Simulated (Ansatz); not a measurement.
# TiO: the cost of one run

Program: Ansatz 0.2.0. Level of theory: DFT r2SCAN, scalar-relativistic, plane waves, PAW. These are calculated values, not measurements.

## (1) The starting structure

The structure is cubic, space group Pm-3m (No. 221). Conventional cell: a = 2.756 Å, b = 2.756 Å, c = 2.756 Å, α = 90.00°, β = 90.00°, γ = 90.00°. Ti (site symmetry m-3m) has 8 O at 2.39 Å as nearest neighbours. O (site symmetry m-3m) is surrounded by 8 Ti at 2.39 Å.

Coordinates:

```
CELL_PARAMETERS angstrom
2.75639 0.00000 0.00000
0.00000 2.75639 0.00000
0.00000 0.00000 2.75639
ATOMIC_POSITIONS crystal
Ti 0.00000 0.00000 0.00000
O 0.50000 0.50000 0.50000
```

This is candidate A: caesium chloride type (Pm-3m, No. 221).

(A quick probe on a coarse mesh, which set the mesh and smearing, is not shown.)

## (3) Rough relaxation on the coarse mesh (candidate A)

input.yaml

```yaml
crystal:
  lattice:
    - [2.7563941351, 0.0, 0.0]
    - [0.0, 2.7563941351, 0.0]
    - [0.0, 0.0, 2.7563941351]
  atoms:
    - { symbol: Ti, position: [0.0, 0.0, 0.0] }
    - { symbol: O, position: [0.5, 0.5, 0.5] }
basis:
  ecutwfc: 500
kpoints:
  mp_grid: { grid: [6, 6, 6] }
hamiltonian:
  xc: r2scan
scf:
  occupations: { method: gaussian, width: 0.1 }
  lower_state_search: "off"
output:
  forces: true
  stress: true
  eigenvalues: true
relax:
  adjacent_minimum: "off"
  f_tol: 0.04
  max_steps: 70
  cell: { stress_tol: 0.4 }
```

Started as:

```bash
> ansatz run input.yaml --threads 1 --pin off --max-ram 2560MiB --backend cpu --events-out ev --progress --plain --runs-dir out
```

What time and memory should one allow on 1 thread of Intel Xeon 6975P-C (Granite Rapids), shared host?

About 4 s, with a peak of 0.4 GiB.
